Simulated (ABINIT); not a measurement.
Crystal: CdF2.

```
Cd F
1.0
     0.00000    2.69400    2.69400
     2.69400    0.00000    2.69400
     2.69400    2.69400    0.00000
Cd F
1 2
Direct
  0.00000 0.00000 0.00000
  0.75000 0.75000 0.75000
  0.25000 0.25000 0.25000
```

- Program: ABINIT 10.8.3 (patched build)
- Task: single point
- Functional: PBE
- Potentials or basis: JTH PAW PBE v2.0
- Cutoff: 626 eV
- k mesh: 9 × 9 × 9
- Occupations: fermi-dirac, width 0.05 eV
- Spin: no spin polarisation

On this cell: pressure 5.1 GPa; largest force zero by symmetry; band gap on the k mesh 3.10 eV, indirect (least direct gap 3.56 eV).

The same run follows on a disturbed copy (atoms moved at random, drawn with an rms of 0.05 Å):

```xyz
3
Lattice="0.0000 2.6940 2.6940 2.6940 0.0000 2.6940 2.6940 2.6940 0.0000" Properties=species:S:1:pos:R:3 pbc="T T T"
Cd    0.0259    0.0315    0.0029
F     4.0459    4.0797    4.0892
F     1.2791    1.3784    1.3804
```

Task: What does the disturbed cell give?

Result: The energy moves by +7.5 meV/atom; pressure 5.5 GPa; largest force 0.413 eV/Å; band gap on the k mesh 3.09 eV, indirect (least direct gap 3.50 eV).

Forces in eV/Å, atoms in the order of the input:
```
Cd  -0.310  0.045  0.206
F   -0.098 -0.019 -0.150
F    0.409 -0.025 -0.057
```

Stress tensor (GPa, compression positive):
```
 5.54  0.10 -0.15
 0.10  5.48  0.74
-0.15  0.74  5.42
```

Caveats: an odd mesh through Γ misses points on the zone boundary, where band edges often lie.
